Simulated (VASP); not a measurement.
A run of VASP 6.6.1:

POSCAR

```
WC
1.0
    2.9065000000      0.0000000000      0.0000000000
   -1.4532500000      2.5171028361      0.0000000000
    0.0000000000      0.0000000000      2.8366000000
W C
1 1
Direct
    0.0000000000      0.0000000000      0.0000000000
    0.6666666667      0.3333333333      0.5000000000
```

INCAR.step1

```
ALGO     = Normal         # electronic algorithm
EDIFF    = 1E-5           # SCF threshold, eV
ENCUT    = 520            # plane-wave cutoff, eV
GGA      = PE             # functional
GGA_COMPAT= F            
ISIF     = 2              # what is computed and relaxed
ISMEAR   = -1             # smearing method
LASPH    = T              # aspherical terms in the spheres
LCHARG   = F              # write CHGCAR
LMAXMIX  = 4              # l up to which the mixer works
LORBIT   = 11             # projections on sites
LREAL    = F              # projectors in reciprocal space
LSORBIT  = T              # spin-orbit coupling
LWAVE    = T              # write WAVECAR
MAGMOM   = 0 0 0 0 0 0    # initial moments
NBANDS   = 30             # bands
NELM     = 100            # most SCF steps
PREC     = Accurate       # precision mode
SIGMA    = 0.05           # smearing width, eV
```

The input INCAR.step2:

```
ALGO     = Normal         # electronic algorithm
EDIFF    = 1E-7           # SCF threshold, eV
ENCUT    = 520            # plane-wave cutoff, eV
GGA_COMPAT= F            
ISIF     = 2              # what is computed and relaxed
ISMEAR   = -1             # smearing method
ISTART   = 1            
LASPH    = T              # aspherical terms in the spheres
LCHARG   = F              # write CHGCAR
LMAXMIX  = 4              # l up to which the mixer works
LORBIT   = 11             # projections on sites
LREAL    = F              # projectors in reciprocal space
LSORBIT  = T              # spin-orbit coupling
LWAVE    = F              # write WAVECAR
MAGMOM   = 0 0 0 0 0 0    # initial moments
METAGGA  = MBJ            # meta-GGA
NBANDS   = 30             # bands
NELM     = 100            # most SCF steps
PREC     = Accurate       # precision mode
SIGMA    = 0.05           # smearing width, eV
```

File KPOINTS:

```
k-points
0
Gamma
  7 7 7
```

File KPOINTS_OPT:

```
path GMKGALHA,LM,KH
20
line-mode
reciprocal
 0.0000000000  0.0000000000  0.0000000000  G
 0.5000000000  0.0000000000  0.0000000000  M

 0.5000000000  0.0000000000  0.0000000000  M
 0.3333333333  0.3333333333  0.0000000000  K

 0.3333333333  0.3333333333  0.0000000000  K
 0.0000000000  0.0000000000  0.0000000000  G

 0.0000000000  0.0000000000  0.0000000000  G
 0.0000000000  0.0000000000  0.5000000000  A

 0.0000000000  0.0000000000  0.5000000000  A
 0.5000000000  0.0000000000  0.5000000000  L

 0.5000000000  0.0000000000  0.5000000000  L
 0.3333333333  0.3333333333  0.5000000000  H

 0.3333333333  0.3333333333  0.5000000000  H
 0.0000000000  0.0000000000  0.5000000000  A

 0.5000000000  0.0000000000  0.5000000000  L
 0.5000000000  0.0000000000  0.0000000000  M

 0.3333333333  0.3333333333  0.0000000000  K
 0.3333333333  0.3333333333  0.5000000000  H
```

Potentials or basis: VASP PAW PBE potentials, release 64 (W_sv, C).

Command:

```console
$ cat potpaw_PBE.64/W_sv/POTCAR potpaw_PBE.64/C/POTCAR > POTCAR
$ cp INCAR.step1 INCAR
$ mpirun -np 1 vasp_ncl > vasp.out
$ cp INCAR.step2 INCAR
$ mpirun -np 1 vasp_ncl > vasp.out
```

Hardware: 1 thread of Intel(R) Xeon(R) Platinum 8375C CPU @ 2.90GHz (Ice Lake) (shared host).

Estimate the wall time of this run.

Run time: 6.6 min on 1 thread of Intel(R) Xeon(R) Platinum 8375C CPU @ 2.90GHz (Ice Lake), on a shared host, peak memory 0.28 GiB. Counts: scf iterations 72, k points 48.
